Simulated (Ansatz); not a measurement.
Input and command of a plane-wave DFT calculation in Ansatz:

```yaml
crystal:
  lattice:
    - [0.0, 2.6401440551, 2.6401440551]
    - [2.6401440551, 0.0, 2.6401440551]
    - [2.6401440551, 2.6401440551, 0.0]
  atoms:
    - { symbol: Nb, position: [0.0, 0.0, 0.0] }
    - { symbol: As, position: [0.75, 0.75, 0.75] }
basis:
  ecutwfc: 500
kpoints:
  mp_grid: { grid: [6, 6, 6] }
hamiltonian:
  xc: r2scan
scf:
  occupations: { method: gaussian, width: 0.1 }
  lower_state_search: "off"
output:
  forces: true
  stress: true
  eigenvalues: true
```

```bash
ansatz run input.yaml --threads 1 --pin off --max-ram 3072MiB --backend cpu --events-out ev --progress --plain --runs-dir out
```

Processor: Arm Neoverse V2, 1 thread, on a host shared with other jobs.

How long does it run, and how much memory does it take?

About 3.4 s on 1 thread of Arm Neoverse V2, on a shared host, peak memory 0.4 GiB. It solves 18 bands at 16 k points (the mesh reduced by symmetry) with about 941 plane waves, in 6 SCF iterations.
